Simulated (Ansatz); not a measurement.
## TiSi₂: course of a relaxation

Computed with Ansatz, DFT PBEsol, scalar-relativistic, plane waves, PAW. Run with 420 eV cutoff, 10×4×10 k-mesh, Gaussian smearing of 0.10 eV, no spin polarisation.

What was changed: biaxial strain in the a-b plane, c and atoms relaxed: -6.0 %.

Command:

```bash
ansatz run input.yaml --threads 1 --pin off --max-ram 2560MiB --backend cpu --events-out ev --progress --plain --runs-dir out
```

Input:

```yaml
crystal:
  lattice:
    - [3.3060266062, 0.0, 0.0]
    - [0.0, 12.5473531192, 0.0]
    - [0.0, 0.0, 3.6836173238]
  atoms:
    - { symbol: Ti, position: [0.5, 0.6011681598, 0.75] }
    - { symbol: Ti, position: [0.0, 0.8988318402, 0.25] }
    - { symbol: Ti, position: [0.0, 0.1011681598, 0.75] }
    - { symbol: Ti, position: [0.5, 0.3988318402, 0.25] }
    - { symbol: Si, position: [0.5, 0.9390808754, 0.75] }
    - { symbol: Si, position: [0.0, 0.5609191246, 0.25] }
    - { symbol: Si, position: [0.0, 0.7525327415, 0.75] }
    - { symbol: Si, position: [0.5, 0.7474672585, 0.25] }
    - { symbol: Si, position: [0.0, 0.4390808754, 0.75] }
    - { symbol: Si, position: [0.5, 0.0609191246, 0.25] }
    - { symbol: Si, position: [0.5, 0.2525327415, 0.75] }
    - { symbol: Si, position: [0.0, 0.2474672585, 0.25] }
basis:
  ecutwfc: 420
kpoints:
  mp_grid: { grid: [10, 4, 10] }
hamiltonian:
  xc: pbesol
scf:
  occupations: { method: gaussian, width: 0.1 }
output:
  forces: true
  stress: true
  eigenvalues: true
relax:
  adjacent_minimum: "off"
  f_tol: 0.008
  max_steps: 40
  cell: { stress_tol: 0.015, fix: [a, b, gamma] }
```

F is the free energy. Steps run on the plane waves of an earlier cell, but the last one, and at times one on the way, on a freshly chosen basis, so a repeated geometry can differ a little in energy. The held parts of the cell keep their stress, so P needn't end at zero.

Steps:

```csv
step,F − F(1) (eV),largest force component (eV/Å),V (Å³/atom),P (GPa)
1,0.0000,0.195,12.734,14.07
2,-0.0089,0.077,12.735,13.86
3,-0.0107,0.010,12.746,13.62
4,-0.0108,0.001,12.744,13.65
5,-0.0108,0.001,12.744,13.65
```

Relaxed structure:

```
CELL_PARAMETERS angstrom
3.30603 0.00000 0.00000
0.00000 12.54735 0.00000
0.00000 0.00000 3.68657
ATOMIC_POSITIONS crystal
Ti 0.50000 0.60060 0.75000
Ti 0.00000 0.89940 0.25000
Ti 0.00000 0.10060 0.75000
Ti 0.50000 0.39940 0.25000
Si 0.50000 0.93843 0.75000
Si 0.00000 0.56157 0.25000
Si 0.00000 0.75389 0.75000
Si 0.50000 0.74611 0.25000
Si 0.00000 0.43843 0.75000
Si 0.50000 0.06157 0.25000
Si 0.50000 0.25389 0.75000
Si 0.00000 0.24611 0.25000
```

It takes space group Cmcm (No. 63, orthorhombic). The conventional cell has a = 3.306 Å, b = 12.547 Å, c = 3.687 Å, α = 90.00°, β = 90.00°, γ = 90.00°. Ti (site symmetry m2m) has 10 Si at 2.52 to 2.62 Å as nearest neighbours. Si (site symmetry m2m) has 2 Si at 2.41 Å and 6 Ti at 2.52 to 2.62 Å as nearest neighbours. Si (site symmetry m2m) has 6 Si at 2.48 to 2.84 Å and 4 Ti at 2.54 to 2.59 Å as nearest neighbours.

The run converged. It took 97 s on 1 thread of AMD EPYC 9R45 96-Core Processor (Zen 5), with other jobs on the host, peak memory 0.89 GiB.